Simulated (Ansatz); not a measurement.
# InAs (Fm-3m) in Ansatz: a series of runs

One crystal, InAs, is run at these levels: LDA; tasks: single point, equation of state.

All numbers are computed with Ansatz 0.2.0; they aren't measurements. Logs are shortened: lines on timing, memory, paths and dates and some standing lists are left out, and cuts for length are marked.

### 1 The structure

Symmetry: Fm-3m, No. 225, cubic system. The conventional cell has a = 5.755 Å, b = 5.755 Å, c = 5.755 Å, α = 90.00°, β = 90.00°, γ = 90.00°. In (site symmetry m-3m) has 6 As at 2.88 Å as nearest neighbours. As (site symmetry m-3m) is surrounded by 6 In at 2.88 Å.

Measurements of this composition are mostly on another form, of space group No. 216.

### 2 Single point, LDA, 22.39 Å³/atom (volume scaled by 0.94)

input.yaml

```yaml
crystal:
  lattice:
    - [0.0, 2.818567029, 2.818567029]
    - [2.818567029, 0.0, 2.818567029]
    - [2.818567029, 2.818567029, 0.0]
  atoms:
    - { symbol: In, position: [0.5, 0.5, 0.5] }
    - { symbol: As, position: [0.0, 0.0, 0.0] }
hamiltonian:
  xc: lda
  pseudopotentials: { kind: paw }
kpoints:
  mp_grid: { grid: [8, 8, 8] }
scf:
  occupations: { method: fermi_dirac, width: 0.05 }
output:
  forces: true
  stress: true
  eigenvalues: true
  write_density: true
  write_potential: true
  elf: true
  volumetric_format: npy
```

Potentials or basis: Ansatz PAW.

Run with:

```
$ ansatz run input.yaml --threads 2 --pin off --max-ram 5632MiB --backend cpu --events-out ev --progress --plain --runs-dir out
```

Standard output:

```text
Warning: RAYON_NUM_THREADS=2 ignored (pool sized by the plan → 2); use --threads N
Engine: ansatz 0.2.0, aarch64-unknown-linux-gnu
Pseudopotentials: kind: paw
Pseudopotential: In, paw, valence charge 13, recommended cutoff 420 eV (normal), In.paw.azcp
Pseudopotential: As, paw, valence charge 15, recommended cutoff 420 eV (normal), As.paw.azcp
Functional definition: SPW92
  exchange = slater_x
  correlation = pw_c
Crystal: 2 atoms, lattice volume = 44.783 Å³
Basis set: ecut = 420 eV, 893 PW (Γ)
Bands: 18, of which v1, the nominal top of the filled ones, is band 14 counted from 1 (13 counted from 0)
Symmetry: 48 space group operations
Space group: Fm-3m (ITA 225), of the structure as read, at distance tolerance 3.6e-5 Å
k-points: 29 of 512
Non-local potential: In, projectors of the file, l = 0: 2, l = 1: 2, l = 2: 2, l = 3: 2
Non-local potential: As, projectors of the file, l = 0: 2, l = 1: 2, l = 2: 3, l = 3: 1
PAW form: soft (Blöchl's): semilocal exchange-correlation on the pseudo side does not see the compensation charge
PAW frozen core: In, regenerated for the run's functional, and the local potential with it (the file was generated under x = pbe(κ = 0.804, μ = 0.2195149727645171), c = pbe(β = 0.06672455060314922))
PAW frozen core: As, regenerated for the run's functional, and the local potential with it (the file was generated under x = pbe(κ = 0.804, μ = 0.2195149727645171), c = pbe(β = 0.06672455060314922))
PAW one-centre angular grid: In, 590 points (default); XC on 64 Gauss nodes
PAW one-centre angular grid: As, 590 points (default); XC on 64 Gauss nodes
Initial density: superposition of atomic densities (neutral atoms: chi_scale 0, normalization atom), corrected by the library's trained network
Initial wavefunctions: pseudopotential atomic-orbital guess
Functional: x = slater, c = lda
SCF iter   1: F=—  HF=-10230.984663 eV  |F-HF|=—  |Δ(HF+E_count)|=         —  Δρ=8.42e-3  dr2=2.44e-2  ethr=1.77e-3  ⟨swp⟩=5.9  Hψ=2575  notcnv=0
preconditioner: auto → none  [insulator: Δε(μ)=0.142 eV  Ē_g=14.826 eV  σ=0.050 eV  W_gap=0.61  n_scr=14 (ndim 8)  ℏωp=23.5 eV  f_vac=0.000  D(μ)=0.95/eV (n_scr^D=8)  ε∞_Penn≈3.5]
SCF iter   2: F=—  HF=-10230.975717 eV  |F-HF|=—  |Δ(HF+E_count)|=   8.95e-3  Δρ=3.13e-3  dr2=2.10e-3  ethr=8.70e-5  ⟨swp⟩=2.8  Hψ=1198  notcnv=0
SCF iter   3: F=—  HF=-10230.975257 eV  |F-HF|=—  |Δ(HF+E_count)|=   4.60e-4  Δρ=8.38e-4  dr2=3.42e-4  ethr=7.52e-6  ⟨swp⟩=2.6  Hψ=901  notcnv=0
SCF iter   4: F=—  HF=-10230.975149 eV  |F-HF|=—  |Δ(HF+E_count)|=   1.08e-4  Δρ=2.83e-4  dr2=1.63e-5  ethr=1.22e-6  ⟨swp⟩=2.9  Hψ=928  notcnv=0
SCF iter   5: F=—  HF=-10230.975149 eV  |F-HF|=—  |Δ(HF+E_count)|=   7.80e-7  Δρ=2.57e-5  dr2=2.01e-7  ethr=5.82e-8  ⟨swp⟩=2.0  Hψ=600  notcnv=0
SCF iter   6: F=-10230.975149 eV  HF=-10230.975149 eV  |F-HF|=1.01e-9  |Δ(HF+E_count)|=   6.82e-9  Δρ=5.73e-6  dr2=9.46e-9  ethr=3.57e-10  ⟨swp⟩=8.7  Hψ=3313  notcnv=0
SCF 1 converged in 6 iterations: F = -10230.975149 eV  dr2 = 9.46e-9
SCF converged after 6 iterations
Free energy (F): -10230.975149 eV
Harris-Foulkes:  -10230.975149 eV  (|F-HF|=1.01e-9)
Internal energy: -10230.965796 eV  (E = F + TS)
E sigma→0 (E₀):  -10230.970472 eV
Entropy (-TS):   -0.009352 eV (-4.676 meV/atom)
Fermi energy:    10.422784 eV
--- Per-component energies (eV) ---
  E_band       = -243.641028
  E_kinetic    = 347.761975
  E_local      = -2708.999158  (includes V_loc(G=0)·N_el)
  E_nonlocal   = -295.397372
  E_hartree    = 1334.911845
  E_xc         = -293.135471
  E_vxc        = -181.471749  (∫ρ·V_xc dr)
  E_paw        = -5768.453390  (= ΣΔE_a)
  E_vpaw       = -75.361182  (= ΣTr[D̂ρ^β])
  E_aug_tail   = 0.000032  (compensation charges beyond the density's cutoff)
  E_ewald      = -2850.014025
  E_core_change = 2.359766  (= ΣΔE_core)
  E_smearing   = -0.009352  (= −TS)
  E_closure    = 0.000000  (closes the sum)
  Σ components = -10230.975149   (vs F -10230.975149, Δ=0.00e0)
--- Forces (eV/Å), atoms counted from 1 ---
  atom   1  In     0.00000000     0.00000000    -0.00000000
  atom   2  As    -0.00000000    -0.00000000     0.00000000
  max |Σ_I F_I| component: 5.04e-29 eV/Å
--- Stress (GPa, compression-positive) ---
       -1.337417       0.000000      -0.000000
       -0.000000      -1.337417      -0.000000
       -0.000000      -0.000000      -1.337417
  P = ⅓ Tr σ = -1.3374 GPa (-13.374 kbar)
--- Band table (eV; the first three rows and the last of 29) ---
  k-point 0: bands = ["-24.9003", "-24.9003", "-24.8923", "-24.8923", "-24.8923", "-3.8643", "-3.8643", "-3.8384", "-3.8384", "-3.8384", "-2.1554", "9.9777", "10.1751", "10.1751", "10.1751", "17.7490", "17.7490", "17.7490"]
  k-point 1: bands = ["-24.9002", "-24.9002", "-24.8923", "-24.8922", "-24.8922", "-3.8726", "-3.8726", "-3.8392", "-3.8298", "-3.8298", "-1.9736", "8.0186", "10.2096", "10.2096", "11.8259", "16.4915", "16.8265", "16.8265"]
  k-point 2: bands = ["-24.9000", "-24.9000", "-24.8921", "-24.8918", "-24.8918", "-3.8960", "-3.8960", "-3.8428", "-3.8057", "-3.8057", "-1.4544", "5.9919", "10.3283", "10.3283", "12.6866", "15.2827", "15.2827", "15.6213"]
  k-point 28: bands = ["-24.9005", "-24.8995", "-24.8917", "-24.8917", "-24.8905", "-4.1231", "-3.8774", "-3.8181", "-3.8181", "-3.7398", "0.7471", "5.4149", "6.4310", "6.4310", "12.7736", "14.5834", "17.3615", "17.3615"]
```

Wall time 1.1 s (2 threads of Arm Neoverse V1, shared host); peak memory 0.31 GiB.

What came out:

| Property | Result |
| --- | --- |
| Free energy | -10230.9751 eV |
| Pressure | -1.3 GPa |
| Band gap on the k mesh | none (metal or under the smearing width) |

Caveat: the PAW data sets come from PBE, with cores solved anew for the run's functional, which leaves a small shift of forces and pressure.

### 3 Single point, LDA, 22.87 Å³/atom (volume scaled by 0.96)

Edit input.yaml of step 2 so:

```diff
@@ -2,5 +2,5 @@
   lattice:
-    - [0.0, 2.818567029, 2.818567029]
-    - [2.818567029, 0.0, 2.818567029]
-    - [2.818567029, 2.818567029, 0.0]
+    - [0.0, 2.8384167465, 2.8384167465]
+    - [2.8384167465, 0.0, 2.8384167465]
+    - [2.8384167465, 2.8384167465, 0.0]
   atoms:
```

Potentials or basis: Ansatz PAW.

Run with:

```
$ ansatz run input.yaml --threads 2 --pin off --max-ram 5632MiB --backend cpu --events-out ev --progress --plain --runs-dir out
```

Wall time 1.1 s (2 threads of Arm Neoverse V1, shared host); peak memory 0.31 GiB.

It converged, with:

```yaml
Free_energy: -10230.9629 eV
Pressure: -2.7 GPa
Band_gap_on_the_k_mesh: none (metal or under the smearing width)
```

Caveat: the PAW data sets come from PBE, with cores solved anew for the run's functional, which leaves a small shift of forces and pressure.

### 4 Single point, LDA, 23.34 Å³/atom (volume scaled by 0.98)

input.yaml

```yaml
crystal:
  lattice:
    - [0.0, 2.857992653, 2.857992653]
    - [2.857992653, 0.0, 2.857992653]
    - [2.857992653, 2.857992653, 0.0]
  atoms:
    - { symbol: In, position: [0.5, 0.5, 0.5] }
    - { symbol: As, position: [0.0, 0.0, 0.0] }
hamiltonian:
  xc: lda
  pseudopotentials: { kind: paw }
kpoints:
  mp_grid: { grid: [8, 8, 8] }
scf:
  occupations: { method: fermi_dirac, width: 0.05 }
output:
  forces: true
  stress: true
  eigenvalues: true
```

Run with:

```
$ ansatz run input.yaml --threads 2 --pin off --max-ram 5632MiB --backend cpu --events-out ev --progress --plain --runs-dir out
```

Wall time 0.91 s (2 threads of Arm Neoverse V1, shared host); peak memory 0.31 GiB.

It converged, with:

| Property | Result |
| --- | --- |
| Free energy | -10230.9429 eV |
| Pressure | -4.0 GPa |
| Band gap on the k mesh | none (metal or under the smearing width) |

Caveat: the PAW data sets come from PBE, with cores solved anew for the run's functional, which leaves a small shift of forces and pressure.

### 5 Single point, LDA, 23.82 Å³/atom

Edit input.yaml of step 4 so:

```diff
@@ -2,5 +2,5 @@
   lattice:
-    - [0.0, 2.857992653, 2.857992653]
-    - [2.857992653, 0.0, 2.857992653]
-    - [2.857992653, 2.857992653, 0.0]
+    - [0.0, 2.877304, 2.877304]
+    - [2.877304, 0.0, 2.877304]
+    - [2.877304, 2.877304, 0.0]
   atoms:
@@ -19 +19,5 @@
   eigenvalues: true
+  write_density: true
+  write_potential: true
+  elf: true
+  volumetric_format: npy
```

Run with:

```
$ ansatz run input.yaml --threads 2 --pin off --max-ram 5632MiB --backend cpu --events-out ev --progress --plain --runs-dir out
```

It took 1.2 s on 2 threads of Arm Neoverse V1, shared host; peak memory 0.32 GiB.

It converged, with:

```yaml
Free_energy: -10230.9160 eV
Pressure: -5.1 GPa
Band_gap_on_the_k_mesh: none (metal or under the smearing width)
```

Caveat: the PAW data sets come from PBE, with cores solved anew for the run's functional, which leaves a small shift of forces and pressure.

### 6 Single point, LDA, 24.30 Å³/atom (volume scaled by 1.02)

input.yaml

```yaml
crystal:
  lattice:
    - [0.0, 2.8963595487, 2.8963595487]
    - [2.8963595487, 0.0, 2.8963595487]
    - [2.8963595487, 2.8963595487, 0.0]
  atoms:
    - { symbol: In, position: [0.5, 0.5, 0.5] }
    - { symbol: As, position: [0.0, 0.0, 0.0] }
hamiltonian:
  xc: lda
  pseudopotentials: { kind: paw }
kpoints:
  mp_grid: { grid: [8, 8, 8] }
scf:
  occupations: { method: fermi_dirac, width: 0.05 }
output:
  forces: true
  stress: true
  eigenvalues: true
```

Potentials or basis: Ansatz PAW.

Run with:

```
$ ansatz run input.yaml --threads 2 --pin off --max-ram 5632MiB --backend cpu --events-out ev --progress --plain --runs-dir out
```

It took 0.92 s on 2 threads of Arm Neoverse V1, shared host; peak memory 0.32 GiB.

The run converged. Its results:

| Property | Result |
| --- | --- |
| Free energy | -10230.8830 eV |
| Pressure | -6.0 GPa |
| Band gap on the k mesh | none (metal or under the smearing width) |

Caveat: the PAW data sets come from PBE, with cores solved anew for the run's functional, which leaves a small shift of forces and pressure.

### 7 Single point, LDA, 24.77 Å³/atom (volume scaled by 1.04)

Edit input.yaml of step 6 so:

```diff
@@ -2,5 +2,5 @@
   lattice:
-    - [0.0, 2.8963595487, 2.8963595487]
-    - [2.8963595487, 0.0, 2.8963595487]
-    - [2.8963595487, 2.8963595487, 0.0]
+    - [0.0, 2.9151676052, 2.9151676052]
+    - [2.9151676052, 0.0, 2.9151676052]
+    - [2.9151676052, 2.9151676052, 0.0]
   atoms:
@@ -19 +19,5 @@
   eigenvalues: true
+  write_density: true
+  write_potential: true
+  elf: true
+  volumetric_format: npy
```

Run with:

```
$ ansatz run input.yaml --threads 2 --pin off --max-ram 5632MiB --backend cpu --events-out ev --progress --plain --runs-dir out
```

It took 1.2 s on 2 threads of Arm Neoverse V1, shared host; peak memory 0.32 GiB.

Results (log left out):

* Free energy: -10230.8448 eV
* Pressure: -6.8 GPa
* Band gap on the k mesh: none (metal or under the smearing width)

Caveat: the PAW data sets come from PBE, with cores solved anew for the run's functional, which leaves a small shift of forces and pressure.

### 8 Single point, LDA, 25.25 Å³/atom (volume scaled by 1.06)

input.yaml

```yaml
crystal:
  lattice:
    - [0.0, 2.9337360524, 2.9337360524]
    - [2.9337360524, 0.0, 2.9337360524]
    - [2.9337360524, 2.9337360524, 0.0]
  atoms:
    - { symbol: In, position: [0.5, 0.5, 0.5] }
    - { symbol: As, position: [0.0, 0.0, 0.0] }
hamiltonian:
  xc: lda
  pseudopotentials: { kind: paw }
kpoints:
  mp_grid: { grid: [8, 8, 8] }
scf:
  occupations: { method: fermi_dirac, width: 0.05 }
output:
  forces: true
  stress: true
  eigenvalues: true
```

Run with:

```
$ ansatz run input.yaml --threads 2 --pin off --max-ram 5632MiB --backend cpu --events-out ev --progress --plain --runs-dir out
```

It took 0.99 s on 2 threads of Arm Neoverse V1, shared host; peak memory 0.32 GiB.

It converged, with:

```yaml
Free_energy: -10230.8019 eV
Pressure: -7.6 GPa
Band_gap_on_the_k_mesh: none (metal or under the smearing width)
```

Caveat: the PAW data sets come from PBE, with cores solved anew for the run's functional, which leaves a small shift of forces and pressure.

### 9 Equation of state, LDA

Potentials or basis: Ansatz PAW.

No new run: the results of the series are fitted here.

Results:

```yaml
Equilibrium_volume: "21.99 Å³/atom (rough: see the caveat)"
Bulk_modulus: 77 GPa (rough)
```

Energy against volume, from the lowest point:
```csv
volume (Å³/atom),energy (meV/atom)
22.392,0.00
22.868,6.11
23.344,16.13
23.821,29.58
24.297,46.06
24.774,65.19
25.250,86.62
```

Caveat: the minimum lies outside the volumes run.
